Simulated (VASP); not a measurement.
Crystal: TiO.

```
Ti O
1.0
     3.00943    0.00000    0.00000
    -1.50472    2.60625    0.00000
     0.00000    0.00000    2.93706
Ti O
1 1
Direct
  0.00000 0.00000 0.00000
  0.66667 0.33333 0.50000
```

The cell comes from a database or a generator and needn't be the stable form of this composition.

Base run:

* Program: VASP 6.6.1
* Functional: PBEsol
* Potentials or basis: VASP PAW PBE potentials, release 64 (Ti_sv, O)
* Cutoff: 520 eV
* k mesh: 7 × 7 × 6
* Occupations: gaussian, width 0.05 eV
* Spin: collinear spin, ferromagnetic start
* Starting moments: [1.0, 0.0] μB
* Fixed moment: 2 μB

Its results: pressure -15.2 GPa; net moment 2.00 μB per cell.

Q: The run is repeated on the same cell with these changes: fixed moment from 2 μB to none; further incar settings from ALGO = Normal; EDIFF = 1e-06 to ALGO = Normal; EDIFF = 1e-06; NBANDS = 20. What comes out?

A: Pressure -32.8 GPa; net moment 0.00 μB per cell.

Caveats: the PAW data sets were made with another functional, which shifts forces and pressure a little; the total moment is fixed, so each spin has its own Fermi level (some runs); a pressure of tens of GPa on the cell as given is suspect, and the run, the potentials or the cell itself is likely at fault (some runs).
